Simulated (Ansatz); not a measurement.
Here is an Ansatz 0.2.0 calculation.

Contents of input.yaml:

```yaml
crystal:
  lattice:
    - [0.0, 3.205, 3.205]
    - [3.205, 0.0, 3.205]
    - [3.205, 3.205, 0.0]
  atoms:
    - { symbol: Te, position: [0.75, 0.75, 0.75] }
    - { symbol: Cd, position: [0.0, 0.0, 0.0] }
kpoints:
  mp_grid: { grid: [5, 5, 5] }
  band_path:
    path:
      - [0.0, 0.0, 0.0]
      - [0.5, 0.0, 0.5]
      - [0.5, 0.25, 0.75]
      - [0.375, 0.375, 0.75]
      - [0.0, 0.0, 0.0]
      - [0.5, 0.5, 0.5]
      - [0.625, 0.25, 0.625]
      - [0.5, 0.25, 0.75]
    npoints: 10
scf:
  occupations: { method: fermi_dirac, width: 0.05 }
hamiltonian:
  xc: pbe
  pseudopotentials: { kind: all_electron, lapw: { basis_error: 0.001 } }
magnetization:
  noncollinear: true
  spin_orbit: true
output:
  forces: true
  stress: true
  eigenvalues: true
```

Potentials or basis: all-electron LAPW, relativistic spinors.

Command:

```sh
$ ansatz run input.yaml --threads 1 --pin off --max-ram 3072MiB --backend cpu --events-out ev --progress --plain --runs-dir out
```

(1) Estimate the band gap on the k mesh.

(2) Estimate the pressure.

(3) Predict the band gap along the path.

Results:

(1) 0.60 eV, direct.

(2) 4.3 GPa.

(3) 0.60 eV, direct.

**What was measured.**

From a printed reference work, data compilation, for a bulk crystal of CdTe at 0 K: band gap 1.607 eV.

Against the measured gap of CdTe, 1.607 eV (0 K; a printed reference work, data compilation), the calculated 0.60 eV is off by -1.01 eV. So large a miss can be the level of theory's own, or it may mean another phase, state or a wrong row. The value is that of PBE, without temperature or zero-point motion. Semilocal functionals fall short of measured gaps as a rule.
